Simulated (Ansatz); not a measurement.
## (001) slab of rocksalt RbCl, 29.5 Å thick as cut, bare faces

Ansatz, PAW, plane waves, no spin–orbit coupling unless named; atoms relaxed with PBEsol, the curve by HSE06. The curve holds the local part of the PAW potentials, so its shape inside matter depends on the files.

```
Cl Rb
1.0
     3.27330    3.27330    0.00000
    -3.27330    3.27330    0.00000
     0.00000    0.00000   42.45974
Cl Rb
10 10
Direct
  0.49930 0.49457 0.15330
  0.49843 0.49490 0.30730
  0.49808 0.49730 0.46145
  0.50077 0.50044 0.61561
  0.49866 0.50257 0.76982
  0.99858 0.99445 0.22999
  0.99795 0.99532 0.38436
  0.99917 0.99936 0.53853
  0.00076 0.00032 0.69264
  0.99904 0.00400 0.84644
  0.99919 0.99453 0.15360
  0.99877 0.99595 0.30724
  0.99811 0.99852 0.46145
  0.00082 0.00045 0.61564
  0.99894 0.00406 0.76985
  0.49892 0.49472 0.23002
  0.49828 0.49621 0.38437
  0.49977 0.49974 0.53858
  0.50021 0.50194 0.69273
  0.49892 0.50424 0.84607
```

Planar mean of the electrostatic potential energy along the normal, from the vacuum level:

(z (Å), v (eV)): (0.00, 0.00), (0.29, 0.00), (0.74, 0.00), (1.03, 0.00), (1.33, 0.00), (1.62, 0.00), (2.06, 0.00), (2.36, 0.00), (2.65, 0.00), (2.95, 0.00), (3.39, 0.00), (3.69, 0.00), (3.98, -0.01), (4.42, -0.05), (4.72, -0.12), (5.01, -0.31), (5.31, -0.82), (5.75, -3.69), (6.04, -9.06), (6.34, -14.30), (6.78, -13.11), (7.08, -7.26), (7.37, -2.71), (7.67, -1.04), (8.11, -0.41), (8.40, -0.57), (8.70, -1.35), (9.14, -5.98), (9.44, -11.94), (9.73, -15.36), (10.03, -13.20), (10.47, -4.66), (10.76, -1.70), (11.06, -0.70), (11.35, -0.41), (11.79, -0.77), (12.09, -1.93), (12.38, -5.32), (12.83, -13.79), (13.12, -15.20), (13.42, -11.19), (13.71, -5.27), (14.15, -1.19), (14.45, -0.52), (14.74, -0.40), (15.04, -0.70), (15.48, -2.85), (15.77, -7.55), (16.07, -13.32), (16.51, -14.15), (16.81, -8.77), (17.10, -3.51), (17.40, -1.31), (17.84, -0.43), (18.13, -0.47), (18.43, -0.99), (18.87, -4.33), (19.17, -10.02), (19.46, -14.79), (19.76, -14.49), (20.20, -6.36), (20.49, -2.32), (20.79, -0.90), (21.23, -0.39), (21.52, -0.60), (21.82, -1.44), (22.11, -3.89), (22.56, -12.31), (22.85, -15.39), (23.15, -12.86), (23.44, -6.97), (23.88, -1.59), (24.18, -0.65), (24.47, -0.40), (24.92, -0.83), (25.21, -2.11), (25.51, -5.82), (25.80, -11.78), (26.24, -15.04), (26.54, -10.63), (26.83, -4.80), (27.13, -1.75), (27.57, -0.50), (27.86, -0.42), (28.16, -0.77), (28.60, -3.19), (28.90, -8.18), (29.19, -13.78), (29.49, -15.22), (29.93, -8.17), (30.22, -3.18), (30.52, -1.22), (30.96, -0.44), (31.26, -0.52), (31.55, -1.11), (31.84, -2.86), (32.29, -10.60), (32.58, -15.03), (32.88, -14.20), (33.32, -5.87), (33.61, -2.14), (33.91, -0.86), (34.20, -0.46), (34.65, -0.72), (34.94, -1.75), (35.24, -4.78), (35.53, -10.62), (35.97, -15.33), (36.27, -11.79), (36.56, -5.85), (37.00, -1.30), (37.30, -0.49), (37.59, -0.19), (37.89, -0.08), (38.33, -0.02), (38.63, -0.01), (38.92, -0.01), (39.22, 0.00), (39.66, 0.00), (39.95, 0.00), (40.25, 0.00), (40.69, 0.00), (40.99, 0.00), (41.28, 0.00), (41.58, 0.00), (42.02, 0.00), (42.31, 0.00)

(1) How far below the vacuum level do the top filled and the lowest empty level lie, by each functional?

Answers

(1) PBEsol: 6.04 and 1.25 eV (gap 4.79 eV, a 6×6×1 mesh); HSE06: 6.93 and 0.85 eV (gap 6.08 eV, a 4×4×1 mesh). Either level can be a surface state and not a band edge of the crystal.
